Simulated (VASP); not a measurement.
A run of VASP 6.6.1 is set up as follows.

INCAR

```
SYSTEM = SrO
PREC = Accurate
ENCUT = 600
EDIFF = 1E-7
ISMEAR = 0
SIGMA = 0.03
LREAL = .FALSE.
LASPH = .TRUE.
NELM = 80
ALGO = Normal
ISIF = 2
LWAVE = .FALSE.
LCHARG = .FALSE.
GGA = PE
IVDW = 12
IBRION = 2
NSW = 40
EDIFFG = -0.01
```

Contents of KPOINTS:

```
regular mesh
0
G
  10 10 10
  0 0 0
```

POSCAR

```
SrO                                     
1.0
    0.0000000000      2.5962872991      2.5962872991
    2.5962872991      0.0000000000      2.5962872991
    2.5962872991      2.5962872991      0.0000000000
  Sr              O             
     1     1
Direct
     0.5000000000000000    0.5000000000000000    0.5000000000000000
     0.0000000000000000    0.0000000000000000    0.0000000000000000
```

Potentials or basis: VASP PAW PBE potentials, release 64 (Sr_sv, O).

Run with:

```sh
$ cat potpaw_PBE.64/Sr_sv/POTCAR potpaw_PBE.64/O/POTCAR > POTCAR
$ mpirun -np 1 vasp_std > vasp.out
```

Estimate the dispersion energy per atom.

-0.238 eV.

What does it give for the band gap on the k mesh?

3.28 eV, indirect (least direct gap 3.39 eV).

Final structure:
```yaml
crystal:
  lattice:
    - [0.00000, 2.59629, 2.59629]
    - [2.59629, 0.00000, 2.59629]
    - [2.59629, 2.59629, 0.00000]
  atoms:
    - { symbol: Sr, position: [0.50000, 0.50000, 0.50000] }
    - { symbol: O, position: [0.00000, 0.00000, 0.00000] }
```

Caveat: the relaxation stopped at its first step, so nothing moved. A k mesh can miss the band edges.
